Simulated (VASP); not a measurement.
# AlN: NMR shieldings, part 3 of 4

Aim: NMR shielding tensors and field gradients of AlN. The cell is of the wurtzite type, one of the forms listed for this formula, which need not be the common one. The start is a cell from a database of measured crystal structures.

VASP 6.6.1, plane waves and PAW; the level of theory is named at each step.

So far. Step 2 (Ground state): The cell has a gap of 4.22 eV on this mesh and a pressure of +3.5 GPa, which holds the misfit of the given cell and coordinates with this functional, and any error of cutoff, mesh and data sets. Forces of up to 0.13 eV/Å remain in these settings.

The database entry behind the starting cell differs from later determinations by our own check (inner coordinate u about 0.002 short), so it need not match the best structure at ambient conditions.

## 3. Shielding tensors (continued)

Level of this step: chemical shifts by linear response (GIPAW), PBE; plane waves and PAW (Al, N) (VASP).

Ordered as |Vzz| ≥ |Vxx| ≥ |Vyy|, the program's way. Electric field gradients, by row:

```
atom  Vxx (V/Å²)  Vyy (V/Å²)  Vzz (V/Å²)  asymmetry
 Al1      -1.307      -1.307       2.613          0
 Al2      -1.307      -1.307       2.613          0
  N3       0.211       0.211      -0.422      0.001
  N4       0.211       0.211      -0.422      0.001
```

## 4. Coarser mesh

A coarser mesh shows what can be saved.

INCAR reads:

```
SYSTEM = AlN
PREC = Accurate
ENCUT = 560
EDIFF = 1E-09
NELM = 100
ISMEAR = 0
SIGMA = 0.01
LREAL = .FALSE.
ALGO = Normal
GGA = PE
NBANDS = 14
LWAVE = .FALSE.
LCHARG = .FALSE.
KPAR = 2
LCHIMAG = .TRUE.
LEFG = .TRUE.
DQ = 0.001
ICHIBARE = 1
LNMR_SYM_RED = .TRUE.
```

POSCAR reads:

```
AlN
1.0
    3.1130000000      0.0000000000      0.0000000000
   -1.5565000000      2.6959370820      0.0000000000
    0.0000000000      0.0000000000      4.9810000000
Al N
2 2
Direct
    0.6666666667      0.3333333333      0.5000000000
    0.3333333333      0.6666666667      0.0000000000
    0.6666666667      0.3333333333      0.8800000000
    0.3333333333      0.6666666667      0.3800000000
```

KPOINTS reads:

```
Automatic mesh
0
Gamma
4 4 2
0 0 0
```

Potentials, in the order of the species: Al and N (PBE family, release 64).

Run with:

```console
> mpirun -np 2 vasp_std
```

What it wrote:

```text
[... set-up lines as in an earlier step ...]
 entering main loop
       N       E                     dE             d eps       ncg     rms          rms(c)
DAV:   1     0.502152199636E+02    0.50215E+02   -0.76444E+03   224   0.108E+03
DAV:   2    -0.304460302946E+02   -0.80661E+02   -0.74444E+02   310   0.214E+02
DAV:   3    -0.344812656576E+02   -0.40352E+01   -0.40191E+01   290   0.509E+01
DAV:   4    -0.345103170993E+02   -0.29051E-01   -0.29045E-01   266   0.481E+00
DAV:   5    -0.345106905802E+02   -0.37348E-03   -0.37347E-03   272   0.553E-01    0.122E+01
DAV:   6    -0.297298633944E+02    0.47808E+01   -0.13106E+01   272   0.277E+01    0.422E+00
DAV:   7    -0.297510408965E+02   -0.21178E-01   -0.69082E-01   242   0.645E+00    0.291E+00
DAV:   8    -0.297431622288E+02    0.78787E-02   -0.56718E-02   254   0.250E+00    0.475E-01
DAV:   9    -0.297395453314E+02    0.36169E-02   -0.11856E-02   284   0.814E-01    0.235E-01
DAV:  10    -0.297401741784E+02   -0.62885E-03   -0.23697E-03   248   0.332E-01    0.114E-01
DAV:  11    -0.297400744921E+02    0.99686E-04   -0.27996E-04   284   0.131E-01    0.278E-02
DAV:  12    -0.297400782986E+02   -0.38065E-05   -0.11906E-05   284   0.311E-02    0.888E-03
DAV:  13    -0.297400779937E+02    0.30487E-06   -0.75902E-06   278   0.222E-02    0.501E-03
DAV:  14    -0.297400780044E+02   -0.10631E-07   -0.44525E-07   296   0.603E-03    0.240E-03
DAV:  15    -0.297400780327E+02   -0.28324E-07   -0.52290E-08   284   0.178E-03    0.358E-04
DAV:  16    -0.297400780319E+02    0.75363E-09   -0.11353E-09   226   0.311E-04
ion   1
     0.0000000     0.0000000    -0.0000000    -0.1373136    -0.0000000    -0.0000000
     0.0000349     0.0000000    -0.0000000    -0.1373136    -0.0000000    -0.0000000
     0.0000480     0.0000000    -0.0000000    -0.1373136    -0.0000000    -0.0000000
     0.0000661     0.0000000    -0.0000000    -0.1373136    -0.0000000    -0.0000000
     0.0000910     0.0000000    -0.0000000    -0.1373136    -0.0000000    -0.0000000

     0.0000000     0.0000000    -0.0000000    -2.2162678    -0.0000000    -0.0000000
     0.0000349     0.0000000    -0.0000000    -2.2162648    -0.0000000    -0.0000000
     0.0000480     0.0000000    -0.0000000    -2.2162629    -0.0000000    -0.0000000
     0.0000661     0.0000000    -0.0000000    -2.2162598    -0.0000000    -0.0000000
     0.0000910     0.0000000    -0.0000000    -2.2162546    -0.0000000    -0.0000000

ion   2
     0.0000000     0.0000000    -0.0000000    -0.1373136    -0.0000000    -0.0000000
     0.0000349     0.0000000    -0.0000000    -0.1373136    -0.0000000    -0.0000000
     0.0000480     0.0000000    -0.0000000    -0.1373136    -0.0000000    -0.0000000
     0.0000661     0.0000000    -0.0000000    -0.1373136    -0.0000000    -0.0000000
     0.0000910     0.0000000    -0.0000000    -0.1373136    -0.0000000    -0.0000000

     0.0000000     0.0000000    -0.0000000    -2.2162678    -0.0000000    -0.0000000
     0.0000349     0.0000000    -0.0000000    -2.2162648    -0.0000000    -0.0000000
     0.0000480     0.0000000    -0.0000000    -2.2162629    -0.0000000    -0.0000000
     0.0000661     0.0000000    -0.0000000    -2.2162598    -0.0000000    -0.0000000
     0.0000910     0.0000000    -0.0000000    -2.2162546    -0.0000000    -0.0000000

ion   3
     0.0000000     0.0000000     0.0000000    -0.3384476    -0.0000000    -0.0000000
     0.0000281     0.0000000     0.0000000    -0.3384476    -0.0000000    -0.0000000
     0.0000381     0.0000000     0.0000000    -0.3384476    -0.0000000    -0.0000000
     0.0000517     0.0000000     0.0000000    -0.3384476    -0.0000000    -0.0000000
     0.0000701     0.0000000     0.0000000    -0.3384476    -0.0000000    -0.0000000

     0.0000000     0.0000000     0.0000000    -0.5945827    -0.0000000    -0.0000000
     0.0000281     0.0000000     0.0000000    -0.5945827    -0.0000000    -0.0000000
     0.0000381     0.0000000     0.0000000    -0.5945826    -0.0000000    -0.0000000
     0.0000517     0.0000000     0.0000000    -0.5945825    -0.0000000    -0.0000000
     0.0000701     0.0000000     0.0000000    -0.5945824    -0.0000000    -0.0000000

ion   4
     0.0000000     0.0000000    -0.0000000    -0.3384476     0.0000000    -0.0000000
     0.0000281     0.0000000    -0.0000000    -0.3384476     0.0000000    -0.0000000
     0.0000381     0.0000000    -0.0000000    -0.3384476     0.0000000    -0.0000000
     0.0000517     0.0000000    -0.0000000    -0.3384476     0.0000000    -0.0000000
     0.0000701     0.0000000    -0.0000000    -0.3384476     0.0000000    -0.0000000

     0.0000000     0.0000000    -0.0000000    -0.5945827     0.0000000    -0.0000000
     0.0000281     0.0000000    -0.0000000    -0.5945827     0.0000000    -0.0000000
     0.0000381     0.0000000    -0.0000000    -0.5945826     0.0000000    -0.0000000
     0.0000517     0.0000000    -0.0000000    -0.5945825     0.0000000    -0.0000000
     0.0000701     0.0000000    -0.0000000    -0.5945824     0.0000000    -0.0000000

   1 F= -.29740078E+02 E0= -.29740078E+02  d E =-.209033E-19
DAV:   1     0.145083308310E+02    0.14508E+02   -0.48493E-10   174   0.112E-04
DAV:   2     0.145083308310E+02    0.11555E-10   -0.56258E-11   114   0.461E-05
BDIR= 1  IDIR= 2  IQ= -1
DAV:   1     0.290536366045E+02    0.29054E+02   -0.99373E-03   464   0.712E-01
DAV:   2     0.290535913234E+02   -0.45281E-04   -0.45281E-04   464   0.162E-01
DAV:   3     0.290535910798E+02   -0.24359E-06   -0.24362E-06   536   0.135E-02
DAV:   4     0.290535910757E+02   -0.41054E-08   -0.40312E-08   494   0.177E-03
DAV:   5     0.290535910756E+02   -0.71573E-10   -0.83589E-10   420   0.261E-04
       N       E                     dE             d eps       ncg     rms
RMM:   1    -0.549341866078E+02   -0.54934E+02   -0.11039E+02   751   0.478E+01
RMM:   2    -0.570065656275E+02   -0.20724E+01   -0.37690E+00   786   0.703E+00
RMM:   3    -0.571057794697E+02   -0.99214E-01   -0.89246E-02   804   0.107E+00
RMM:   4    -0.571093923434E+02   -0.36129E-02   -0.76519E-03   798   0.229E-01
RMM:   5    -0.571097402247E+02   -0.34788E-03   -0.38553E-04   824   0.487E-02
RMM:   6    -0.571097570641E+02   -0.16839E-04   -0.43014E-05   825   0.122E-02
RMM:   7    -0.571097591329E+02   -0.20688E-05   -0.18333E-06   807   0.287E-03
RMM:   8    -0.571097592262E+02   -0.93341E-07   -0.33620E-07   685   0.757E-04
RMM:   9    -0.571097592291E+02   -0.28617E-08   -0.32131E-09   580   0.149E-04
RMM:  10    -0.571097592292E+02   -0.14227E-09   -0.21795E-10   544   0.623E-05
BDIR= 1  IDIR= 2  IQ=  0
DAV:   1     0.290167605334E+02    0.29017E+02   -0.16169E-09   394   0.358E-04
DAV:   2     0.290167605334E+02   -0.35790E-10   -0.18411E-10   274   0.152E-04
[...]
DAV:   3     0.290371719700E+02   -0.23404E-06   -0.23411E-06   506   0.131E-02
DAV:   4     0.290371719661E+02   -0.38719E-08   -0.37748E-08   506   0.169E-03
DAV:   5     0.290371719661E+02   -0.30774E-10   -0.76912E-10   446   0.248E-04
       N       E                     dE             d eps       ncg     rms
RMM:   1    -0.560001478787E+02   -0.56000E+02   -0.11313E+02   734   0.481E+01
RMM:   2    -0.582381359295E+02   -0.22380E+01   -0.45231E+00   772   0.743E+00
RMM:   3    -0.583405976991E+02   -0.10246E+00   -0.83510E-02   782   0.115E+00
RMM:   4    -0.583442409636E+02   -0.36433E-02   -0.68195E-03   795   0.263E-01
RMM:   5    -0.583445466272E+02   -0.30566E-03   -0.35199E-04   804   0.596E-02
RMM:   6    -0.583445643047E+02   -0.17677E-04   -0.36056E-05   822   0.157E-02
RMM:   7    -0.583445661477E+02   -0.18430E-05   -0.21417E-06   793   0.394E-03
RMM:   8    -0.583445662661E+02   -0.11846E-06   -0.25982E-07   700   0.110E-03
RMM:   9    -0.583445662803E+02   -0.14184E-07   -0.17151E-08   588   0.304E-04
RMM:  10    -0.583445662813E+02   -0.96736E-09   -0.22030E-09   543   0.102E-04
BDIR= 3  IDIR= 1  IQ=  0
DAV:   1     0.290167605334E+02    0.29017E+02   -0.16169E-09   394   0.358E-04
DAV:   2     0.290167605334E+02   -0.57895E-10   -0.18565E-10   274   0.152E-04
       N       E                     dE             d eps       ncg     rms
RMM:   1    -0.560300819080E+02   -0.56030E+02   -0.11325E+02   734   0.481E+01
RMM:   2    -0.582693020387E+02   -0.22392E+01   -0.45193E+00   772   0.743E+00
RMM:   3    -0.583718053290E+02   -0.10250E+00   -0.83510E-02   782   0.115E+00
RMM:   4    -0.583754461315E+02   -0.36408E-02   -0.68099E-03   790   0.263E-01
RMM:   5    -0.583757513926E+02   -0.30526E-03   -0.35139E-04   790   0.594E-02
RMM:   6    -0.583757690402E+02   -0.17648E-04   -0.35962E-05   796   0.156E-02
RMM:   7    -0.583757708774E+02   -0.18373E-05   -0.21368E-06   761   0.391E-03
RMM:   8    -0.583757709956E+02   -0.11819E-06   -0.25894E-07   654   0.109E-03
RMM:   9    -0.583757710098E+02   -0.14127E-07   -0.17124E-08   542   0.303E-04
RMM:  10    -0.583757710107E+02   -0.96354E-09   -0.21907E-09   504   0.102E-04
BDIR= 3  IDIR= 1  IQ=  1
DAV:   1     0.289962944267E+02    0.28996E+02   -0.99165E-03   476   0.712E-01
DAV:   2     0.289962491623E+02   -0.45264E-04   -0.45264E-04   464   0.161E-01
DAV:   3     0.289962489299E+02   -0.23238E-06   -0.23237E-06   512   0.131E-02
DAV:   4     0.289962489263E+02   -0.36614E-08   -0.36870E-08   500   0.168E-03
DAV:   5     0.289962489262E+02   -0.73484E-10   -0.71231E-10   426   0.246E-04
       N       E                     dE             d eps       ncg     rms
RMM:   1    -0.560590266950E+02   -0.56059E+02   -0.11335E+02   734   0.481E+01
RMM:   2    -0.582991865919E+02   -0.22402E+01   -0.45140E+00   772   0.743E+00
RMM:   3    -0.584017169314E+02   -0.10253E+00   -0.83514E-02   782   0.115E+00
RMM:   4    -0.584053557811E+02   -0.36388E-02   -0.68018E-03   796   0.263E-01
RMM:   5    -0.584056608155E+02   -0.30503E-03   -0.35142E-04   806   0.595E-02
RMM:   6    -0.584056784467E+02   -0.17631E-04   -0.35891E-05   822   0.157E-02
RMM:   7    -0.584056802798E+02   -0.18331E-05   -0.21339E-06   795   0.393E-03
RMM:   8    -0.584056803978E+02   -0.11804E-06   -0.25834E-07   700   0.109E-03
RMM:   9    -0.584056804119E+02   -0.14091E-07   -0.17130E-08   591   0.303E-04
RMM:  10    -0.584056804129E+02   -0.96293E-09   -0.21899E-09   543   0.102E-04
BDIR= 3  IDIR= 2  IQ= -1
DAV:   1     0.290536366046E+02    0.29054E+02   -0.99373E-03   464   0.712E-01
DAV:   2     0.290535913234E+02   -0.45281E-04   -0.45281E-04   464   0.162E-01
DAV:   3     0.290535910798E+02   -0.24369E-06   -0.24362E-06   536   0.135E-02
DAV:   4     0.290535910758E+02   -0.39194E-08   -0.40310E-08   494   0.177E-03
DAV:   5     0.290535910757E+02   -0.15655E-09   -0.83633E-10   420   0.261E-04
       N       E                     dE             d eps       ncg     rms
RMM:   1    -0.559517602044E+02   -0.55952E+02   -0.11250E+02   700   0.482E+01
RMM:   2    -0.582462006621E+02   -0.22944E+01   -0.47551E+00   757   0.764E+00
RMM:   3    -0.583562267112E+02   -0.11003E+00   -0.85113E-02   755   0.118E+00
RMM:   4    -0.583599671281E+02   -0.37404E-02   -0.71786E-03   766   0.272E-01
RMM:   5    -0.583602904170E+02   -0.32329E-03   -0.36235E-04   764   0.615E-02
RMM:   6    -0.583603088162E+02   -0.18399E-04   -0.38354E-05   777   0.163E-02
RMM:   7    -0.583603107896E+02   -0.19734E-05   -0.22322E-06   725   0.409E-03
RMM:   8    -0.583603109141E+02   -0.12455E-06   -0.27856E-07   629   0.115E-03
RMM:   9    -0.583603109295E+02   -0.15380E-07   -0.17995E-08   513   0.321E-04
RMM:  10    -0.583603109306E+02   -0.10318E-08   -0.24077E-09   485   0.109E-04
RMM:  11    -0.583603109307E+02   -0.13613E-09   -0.14590E-10   428   0.542E-05
BDIR= 3  IDIR= 2  IQ=  0
DAV:   1     0.290167605334E+02    0.29017E+02   -0.16168E-09   394   0.358E-04
DAV:   2     0.290167605334E+02   -0.56904E-10   -0.18619E-10   274   0.152E-04
       N       E                     dE             d eps       ncg     rms
RMM:   1    -0.559652106212E+02   -0.55965E+02   -0.11260E+02   700   0.482E+01
RMM:   2    -0.582615878853E+02   -0.22964E+01   -0.47556E+00   757   0.764E+00
RMM:   3    -0.583716923305E+02   -0.11010E+00   -0.85041E-02   753   0.118E+00
RMM:   4    -0.583754273981E+02   -0.37351E-02   -0.71695E-03   758   0.272E-01
RMM:   5    -0.583757504227E+02   -0.32302E-03   -0.36174E-04   756   0.615E-02
RMM:   6    -0.583757687842E+02   -0.18361E-04   -0.38276E-05   761   0.163E-02
RMM:   7    -0.583757707529E+02   -0.19688E-05   -0.22261E-06   717   0.409E-03
RMM:   8    -0.583757708772E+02   -0.12424E-06   -0.27780E-07   607   0.115E-03
RMM:   9    -0.583757708925E+02   -0.15330E-07   -0.17957E-08   499   0.321E-04
RMM:  10    -0.583757708935E+02   -0.10266E-08   -0.23880E-09   460   0.110E-04
RMM:  11    -0.583757708937E+02   -0.13554E-09   -0.14525E-10   402   0.546E-05
BDIR= 3  IDIR= 2  IQ=  1
DAV:   1     0.289798750864E+02    0.28980E+02   -0.99272E-03   464   0.712E-01
DAV:   2     0.289798301364E+02   -0.44950E-04   -0.44950E-04   464   0.162E-01
DAV:   3     0.289798299007E+02   -0.23573E-06   -0.23571E-06   536   0.134E-02
DAV:   4     0.289798298970E+02   -0.37340E-08   -0.37633E-08   494   0.174E-03
DAV:   5     0.289798298968E+02   -0.13690E-09   -0.71964E-10   412   0.252E-04
       N       E                     dE             d eps       ncg     rms
RMM:   1    -0.559778111164E+02   -0.55978E+02   -0.11268E+02   700   0.482E+01
RMM:   2    -0.582757589618E+02   -0.22979E+01   -0.47546E+00   757   0.764E+00
RMM:   3    -0.583859128801E+02   -0.11015E+00   -0.84951E-02   755   0.118E+00
RMM:   4    -0.583896416490E+02   -0.37288E-02   -0.71586E-03   766   0.271E-01
RMM:   5    -0.583899643525E+02   -0.32270E-03   -0.36103E-04   764   0.614E-02
RMM:   6    -0.583899826715E+02   -0.18319E-04   -0.38192E-05   777   0.163E-02
RMM:   7    -0.583899846353E+02   -0.19639E-05   -0.22196E-06   723   0.408E-03
RMM:   8    -0.583899847592E+02   -0.12391E-06   -0.27709E-07   630   0.115E-03
RMM:   9    -0.583899847745E+02   -0.15288E-07   -0.17941E-08   512   0.321E-04
RMM:  10    -0.583899847755E+02   -0.10259E-08   -0.23930E-09   485   0.109E-04
RMM:  11    -0.583899847757E+02   -0.13517E-09   -0.14564E-10   428   0.545E-05
       N       E                     dE             d eps       ncg     rms
RLQ:   1    -0.306522111281E+00   -0.30652E+00   -0.21817E-01   471   0.846E+00
RLQ:   2    -0.374021747772E+00   -0.67500E-01   -0.62945E-02   650   0.857E-01
RLQ:   3    -0.375171751994E+00   -0.11500E-02   -0.18515E-03   648   0.137E-01
RLQ:   4    -0.375251993479E+00   -0.80241E-04   -0.14906E-04   658   0.256E-02
RLQ:   5    -0.375257556159E+00   -0.55627E-05   -0.99032E-06   572   0.651E-03
RLQ:   6    -0.375258058141E+00   -0.50198E-06   -0.81958E-07   530   0.171E-03
RLQ:   7    -0.375258100762E+00   -0.42622E-07   -0.83796E-08   408   0.529E-04
RLQ:   8    -0.375258105208E+00   -0.44453E-08   -0.68760E-09   326   0.176E-04
RLQ:   9    -0.375258105582E+00   -0.37423E-09   -0.76262E-10   310   0.765E-05
```

It took 73 s on 2 MPI ranks of Intel Xeon Platinum 8375C at 2.90GHz (Ice Lake), shared host; peak memory 0.36 GiB.

(Continued in part 4 of 4.)

[Lines on the potential files, build, host, timing and source positions are cut from VASP's logs without a mark.]

[Logs are printed without paths, hosts, clocks, repeated set-up lines and the standing remarks that a program may print on its own settings, such as how far it seeks lower states.]

[Hosts, paths, dates, database ids (printed as entryN), source tags and the programs' standing remarks are cut or masked in the printed files.]
